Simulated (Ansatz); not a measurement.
# Mg (P6_3/mmc) in Ansatz: notebook

The runs below take Mg through band structure, with revPBE, BLYP, r2SCAN.

Program: Ansatz 0.2.0. These are calculated values, not measurements. Logs are shortened: lines on timing, memory, paths and dates and some standing lists are left out, and cuts for length are marked.

### 1 Starting point

Symmetry: P6_3/mmc, No. 194, hexagonal system. Conventional cell: a = 3.209 Å, b = 3.209 Å, c = 5.210 Å, α = 90.00°, β = 90.00°, γ = 120.00°. Around Mg (site symmetry -6m2) lie 12 Mg at 3.20 to 3.21 Å.

### 2 Band structure, revPBE

Input file input.yaml:

```yaml
crystal:
  lattice:
    - [3.2093, 0.0, 0.0]
    - [-1.60465, 2.7793353284, 0.0]
    - [0.0, 0.0, 5.2103]
  atoms:
    - { symbol: Mg, position: [0.6666666667, 0.3333333333, 0.75] }
    - { symbol: Mg, position: [0.3333333333, 0.6666666667, 0.25] }
hamiltonian:
  xc: revpbe
  pseudopotentials: { kind: paw }
kpoints:
  mp_grid: { grid: [6, 6, 3] }
  band_path:
    path:
      - [[0.0, 0.0, 0.0], [0.5, 0.0, 0.0], [0.3333333333, 0.3333333333, 0.0], [0.0, 0.0, 0.0], [0.0, 0.0, 0.5], [0.5, 0.0, 0.5], [0.3333333333, 0.3333333333, 0.5], [0.0, 0.0, 0.5]]
      - [[0.5, 0.0, 0.5], [0.5, 0.0, 0.0]]
      - [[0.3333333333, 0.3333333333, 0.0], [0.3333333333, 0.3333333333, 0.5]]
    npoints: 14
scf:
  occupations: { method: fermi_dirac, width: 0.05 }
  n_extra_bands: 6
output:
  forces: true
  stress: true
  eigenvalues: true
  fatbands: true
```

Potentials or basis: Ansatz PAW.

Run with:

```console
$ ansatz run input.yaml --threads 2 --pin off --max-ram 5632MiB --backend cpu --events-out ev --progress --plain --runs-dir out
```

Output:

```text
Warning: RAYON_NUM_THREADS=2 ignored (pool sized by the plan → 2); use --threads N
scf.n_extra_bands = 6 over 10 filled bands (N_el = 20.0): the run solves 16 bands
Engine: ansatz 0.2.0, x86_64-unknown-linux-gnu
Pseudopotentials: kind: paw
Pseudopotential: Mg, paw, valence charge 10, recommended cutoff 420 eV (normal), Mg.paw.azcp
Functional definition: revPBE
  parameter kappa = 1.245
  parameter beta = 0.06672455060314922
  exchange = pbe_x(kappa = kappa, mu = beta*pi^2/3)
  correlation = pbe_c(beta = beta)
Crystal: 2 atoms, lattice volume = 46.474 Å³
Basis set: ecut = 420 eV, 941 PW (Γ), exchange–correlation on 48×48×72 points (8 copies of the dense FFT grid, shifted against one another)
Bands: 16, of which v1, the nominal top of the filled ones, is band 10 counted from 1 (9 counted from 0)
Symmetry: 24 space group operations
Space group: P63/mmc (ITA 194), of the structure as read, at distance tolerance 3.6e-5 Å
k-points: 14 of 108
Non-local potential: Mg, projectors of the file, l = 0: 3, l = 1: 2, l = 2: 1
PAW form: soft (Blöchl's): semilocal exchange-correlation on the pseudo side does not see the compensation charge
PAW frozen core: Mg, regenerated for the run's functional, and the local potential with it (the file was generated under x = pbe(κ = 0.804, μ = 0.2195149727645171), c = pbe(β = 0.06672455060314922))
PAW one-centre angular grid: Mg, 110 points (default); XC on 64 Gauss nodes
Initial density: superposition of atomic densities (neutral atoms: chi_scale 0, normalization atom), corrected by the library's trained network
Initial wavefunctions: pseudopotential atomic-orbital guess
Functional: x = revpbe(κ = 1.245, μ = 0.2195149727645171), c = pbe(β = 0.06672455060314922)
SCF iter   1: F=—  HF=-3851.594749 eV  |F-HF|=—  |Δ(HF+E_count)|=         —  Δρ=2.48e-3  dr2=1.43e-3  ethr=1.77e-3  ⟨swp⟩=5.4  Hψ=1145  notcnv=0  defer=4
preconditioner: auto → none  [metal: Δε(μ)=0.048 eV  Ē_g=8.317 eV  σ=0.050 eV  W_gap=0.23  n_scr=8 (ndim 8)  ℏωp=10.9 eV  f_vac=0.000  D(μ)=1.80/eV (n_scr^D=22)  sad-step TF]
SCF iter   2: F=—  HF=-3851.593984 eV  |F-HF|=—  |Δ(HF+E_count)|=   7.64e-4  Δρ=1.07e-3  dr2=4.39e-4  ethr=7.17e-6  ⟨swp⟩=2.1  Hψ=459  notcnv=0  defer=7
SCF iter   3: F=—  HF=-3851.594077 eV  |F-HF|=—  |Δ(HF+E_count)|=   9.26e-5  Δρ=3.31e-4  dr2=4.36e-5  ethr=2.20e-6  ⟨swp⟩=1.0  Hψ=209  notcnv=0  defer=7
SCF iter   4: F=—  HF=-3851.594119 eV  |F-HF|=—  |Δ(HF+E_count)|=   4.15e-5  Δρ=9.11e-6  dr2=2.24e-8  ethr=2.18e-7  ⟨swp⟩=1.4  Hψ=221  notcnv=0  defer=7
iter 5 did not close the SCF: its close was put off for the readings that it lacked (scf_convergence_deferred on its scf_iter line)
SCF iter   5: F=-3851.594119 eV  HF=-3851.594119 eV  |F-HF|=3.92e-10  |Δ(HF+E_count)|=   1.38e-8  Δρ=1.22e-6  dr2=2.79e-10  ethr=1.12e-10  ⟨swp⟩=2.1  Hψ=358  notcnv=0  defer=7
SCF iter   6: F=-3851.594119 eV  HF=-3851.594119 eV  |F-HF|=0.00e0  |Δ(HF+E_count)|=  4.38e-10  Δρ=1.09e-7  dr2=3.42e-12  ethr=1.39e-12  ⟨swp⟩=4.0  Hψ=817  notcnv=0
SCF 1 converged in 6 iterations: F = -3851.594119 eV  dr2 = 3.42e-12
NSCF: frozen V_eff on 129 k-points
SCF converged after 6 iterations
Free energy (F): -3851.594119 eV
Harris-Foulkes:  -3851.594119 eV  (|F-HF|=0.00e0)
Internal energy: -3851.580181 eV  (E = F + TS)
E sigma→0 (E₀):  -3851.587150 eV
Entropy (-TS):   -0.013938 eV (-6.969 meV/atom)
Fermi energy:    5.587914 eV
--- Per-component energies (eV) ---
  E_band       = -715.635143
  E_kinetic    = 149.271942
  E_local      = -3250.388148  (includes V_loc(G=0)·N_el)
  E_nonlocal   = 191.222723
  E_hartree    = 1161.160388
  E_xc         = -56.782928
  E_vxc        = -73.026542  (∫ρ·V_xc dr)
  E_paw        = -588.635600  (= ΣΔE_a)
  E_vpaw       = -55.035946  (= ΣTr[D̂ρ^β])
  E_aug_tail   = -0.000010  (compensation charges beyond the density's cutoff)
  E_ewald      = -1457.391822
  E_core_change = -0.036727  (= ΣΔE_core)
  E_smearing   = -0.013938  (= −TS)
  E_closure    = -0.000000  (closes the sum)
  Σ components = -3851.594119   (vs F -3851.594119, Δ=0.00e0)
--- Forces (eV/Å), atoms counted from 1 ---
  atom   1  Mg     0.00000000    -0.00000000     0.00000000
  atom   2  Mg     0.00000000     0.00000000     0.00000000
  max |Σ_I F_I| component: 4.63e-18 eV/Å
--- Stress (GPa, compression-positive) ---
        0.522089       0.000000       0.000000
        0.000000       0.522089       0.000000
        0.000000       0.000000       0.687291
  P = ⅓ Tr σ = 0.5772 GPa (5.772 kbar)
--- Band table (eV; the first three rows and the last of 14) ---
  k-point 0: bands = ["-70.5061", "-70.5034", "-37.1344", "-37.1105", "-37.1105", "-37.1059", "-37.1059", "-37.1037", "-1.2358", "3.9648", "4.4264", "16.5260", "16.5260", "16.6591", "16.6591", "17.3944"]
  k-point 1: bands = ["-70.5054", "-70.5041", "-37.1267", "-37.1114", "-37.1093", "-37.1093", "-37.1070", "-37.1070", "-0.6181", "1.2085", "8.2538", "13.2530", "16.9802", "16.9802", "17.0445", "17.0445"]
  k-point 2: bands = ["-70.5055", "-70.5031", "-37.1318", "-37.1160", "-37.1123", "-37.1116", "-37.1069", "-37.1049", "-0.6931", "4.4609", "4.9476", "11.7487", "14.3116", "14.9028", "16.4405", "17.3867"]
  k-point 13: bands = ["-70.5028", "-70.5028", "-37.1285", "-37.1285", "-37.1261", "-37.1216", "-37.1114", "-37.1114", "5.5444", "5.5444", "5.5876", "7.3028", "7.7717", "7.7717", "14.2346", "14.6999"]
```

Run time: 1.4 s. Hardware: 2 threads of Intel Xeon Platinum 8488C (Sapphire Rapids), shared host; peak memory 0.32 GiB.

What came out:

```yaml
Free_energy: -3851.5941 eV
Pressure: 0.6 GPa
Band_gap_on_the_k_mesh: none (metal or under the smearing width)
```

Levels at the corners of the path, in eV from the Fermi level:
```csv
point,band 6,band 7,band 8,band 9,band 10,band 11,band 12,band 13,band 14,band 15
Γ,-42.69,-42.69,-42.69,-6.82,-1.62,-1.16,10.94,10.94,11.07,11.07
M,-42.71,-42.70,-42.70,-2.08,-2.05,2.70,3.04,3.32,3.73,6.90
K,-42.71,-42.70,-42.70,-0.57,-0.53,-0.53,4.16,4.16,4.35,4.85
Γ,-42.69,-42.69,-42.69,-6.82,-1.62,-1.16,10.94,10.94,11.07,11.07
A,-42.70,-42.70,-42.70,-5.44,-5.44,5.06,5.06,11.68,11.68,11.68
L,-42.70,-42.70,-42.70,-1.04,-1.04,-0.37,-0.37,8.03,8.03,8.07
H,-42.71,-42.70,-42.70,0.25,0.25,0.71,0.71,1.62,1.62,10.93
A,-42.70,-42.70,-42.70,-5.44,-5.44,5.06,5.06,11.68,11.68,11.68
L,-42.70,-42.70,-42.70,-1.04,-1.04,-0.37,-0.37,8.03,8.03,8.07
M,-42.71,-42.70,-42.70,-2.08,-2.05,2.70,3.04,3.32,3.73,6.90
K,-42.71,-42.70,-42.70,-0.57,-0.53,-0.53,4.16,4.16,4.35,4.85
H,-42.71,-42.70,-42.70,0.25,0.25,0.71,0.71,1.62,1.62,10.93
```

Caveat: the k mesh is coarse (spacing up to 0.40 Å⁻¹), so the values aren't converged; the PAW data sets come from PBE, with cores solved anew for the run's functional, which leaves a small shift of forces and pressure.

### 3 Band structure, BLYP

input.yaml: that of step 2 with these lines changed.

```diff
@@ -9,3 +9,3 @@
 hamiltonian:
-  xc: revpbe
+  xc: blyp
   pseudopotentials: { kind: paw }
@@ -26,2 +26,6 @@
   eigenvalues: true
-  fatbands: true
+  fatbands: false
+  write_density: true
+  write_potential: true
+  elf: true
+  volumetric_format: npy
```

Potentials or basis: Ansatz PAW.

Run with:

```console
$ ansatz run input.yaml --threads 2 --pin off --max-ram 5632MiB --backend cpu --events-out ev --progress --plain --runs-dir out
```

Run time: 1.2 s. Hardware: 2 threads of Intel Xeon Platinum 8488C (Sapphire Rapids), shared host; peak memory 0.32 GiB.

The run converged. Its results:

```yaml
Free_energy: -3853.4391 eV
Pressure: 0.4 GPa
Band_gap_on_the_k_mesh: none (metal or under the smearing width)
```

Stress tensor (GPa, compression positive):
```
 0.60  0.00  0.00
 0.00  0.60  0.00
 0.00  0.00 -0.09
```

Levels at the corners of the path, in eV from the Fermi level:
| point | band 7 | band 8 | band 9 | band 10 | band 11 | band 12 | band 13 | band 14 |
| --- | --- | --- | --- | --- | --- | --- | --- | --- |
| Γ | -43.17 | -43.16 | -6.85 | -1.56 | -1.29 | 10.83 | 10.83 | 10.85 |
| M | -43.17 | -43.17 | -2.15 | -2.02 | 2.66 | 3.15 | 3.23 | 3.58 |
| K | -43.17 | -43.17 | -0.61 | -0.61 | -0.46 | 4.11 | 4.11 | 4.32 |
| Γ | -43.17 | -43.16 | -6.85 | -1.56 | -1.29 | 10.83 | 10.83 | 10.85 |
| A | -43.17 | -43.17 | -5.46 | -5.46 | 4.99 | 4.99 | 11.56 | 11.56 |
| L | -43.17 | -43.17 | -1.04 | -1.04 | -0.44 | -0.44 | 7.93 | 7.93 |
| H | -43.17 | -43.17 | 0.22 | 0.22 | 0.82 | 0.82 | 1.42 | 1.42 |
| A | -43.17 | -43.17 | -5.46 | -5.46 | 4.99 | 4.99 | 11.56 | 11.56 |
| L | -43.17 | -43.17 | -1.04 | -1.04 | -0.44 | -0.44 | 7.93 | 7.93 |
| M | -43.17 | -43.17 | -2.15 | -2.02 | 2.66 | 3.15 | 3.23 | 3.58 |
| K | -43.17 | -43.17 | -0.61 | -0.61 | -0.46 | 4.11 | 4.11 | 4.32 |
| H | -43.17 | -43.17 | 0.22 | 0.22 | 0.82 | 0.82 | 1.42 | 1.42 |

Caveat: the k mesh is coarse (spacing up to 0.40 Å⁻¹), so the values aren't converged; the PAW data sets come from PBE, with cores solved anew for the run's functional, which leaves a small shift of forces and pressure.

### 4 Band structure, r2SCAN

input.yaml: that of step 3 with these lines changed.

```diff
@@ -9,3 +9,3 @@
 hamiltonian:
-  xc: blyp
+  xc: r2scan
   pseudopotentials: { kind: paw }
@@ -27,5 +27 @@
   fatbands: false
-  write_density: true
-  write_potential: true
-  elf: true
-  volumetric_format: npy
```

Run with:

```console
$ ansatz run input.yaml --threads 2 --pin off --max-ram 5632MiB --backend cpu --events-out ev --progress --plain --runs-dir out
```

It took 2.7 s on 2 threads of Intel Xeon Platinum 8488C (Sapphire Rapids), shared host; peak memory 0.39 GiB.

Results (log left out):

```yaml
Free_energy: -3852.7166 eV
Pressure: -1.0 GPa
Band_gap_on_the_k_mesh: none (metal or under the smearing width)
```

Stress tensor (GPa, compression positive):
```
-1.22  0.00  0.00
 0.00 -1.22  0.00
 0.00  0.00 -0.56
```

Levels at the corners of the path, in eV from the Fermi level:
```csv
point,band 6,band 7,band 8,band 9,band 10,band 11,band 12,band 13,band 14,band 15
Γ,-44.02,-44.02,-44.02,-7.25,-1.79,-1.10,11.69,11.69,11.85,11.85
M,-44.03,-44.03,-44.02,-2.25,-2.10,2.89,3.19,3.63,4.08,7.42
K,-44.03,-44.03,-44.03,-0.68,-0.49,-0.49,4.45,4.45,4.67,5.10
Γ,-44.02,-44.02,-44.02,-7.25,-1.79,-1.10,11.69,11.69,11.85,11.85
A,-44.02,-44.02,-44.02,-5.77,-5.77,5.44,5.44,12.44,12.44,12.44
L,-44.03,-44.03,-44.03,-1.14,-1.14,-0.30,-0.30,8.55,8.55,8.67
H,-44.04,-44.03,-44.03,0.26,0.26,0.70,0.70,1.93,1.93,11.75
A,-44.02,-44.02,-44.02,-5.77,-5.77,5.44,5.44,12.44,12.44,12.44
L,-44.03,-44.03,-44.03,-1.14,-1.14,-0.30,-0.30,8.55,8.55,8.67
M,-44.03,-44.03,-44.02,-2.25,-2.10,2.89,3.19,3.63,4.08,7.42
K,-44.03,-44.03,-44.03,-0.68,-0.49,-0.49,4.45,4.45,4.67,5.10
H,-44.04,-44.03,-44.03,0.26,0.26,0.70,0.70,1.93,1.93,11.75
```

Caveat: the k mesh is coarse (spacing up to 0.40 Å⁻¹), so the values aren't converged; the PAW data sets come from PBE, with cores solved anew for the run's functional, which leaves a small shift of forces and pressure.

### 5 Summary

```csv
level,cutoff (eV),gap on the mesh (eV),pressure (GPa)
revPBE,420,none,0.6
BLYP,420,none,0.4
r2SCAN,500,none,-1.0
```

Alike in all rows: task band structure; potentials or basis Ansatz PAW; no spin polarisation; cell as given; k mesh 6 × 6 × 3; smearing fermi-dirac 0.05 eV; the mesh is coarse, so values aren't converged.

Caveats: all runs use coarse meshes; the PAW data sets come from PBE, with cores solved anew for the run's functional, which leaves a small shift of forces and pressure.

Total energies depend on the potentials used, so only differences within one code and one set of settings carry meaning.
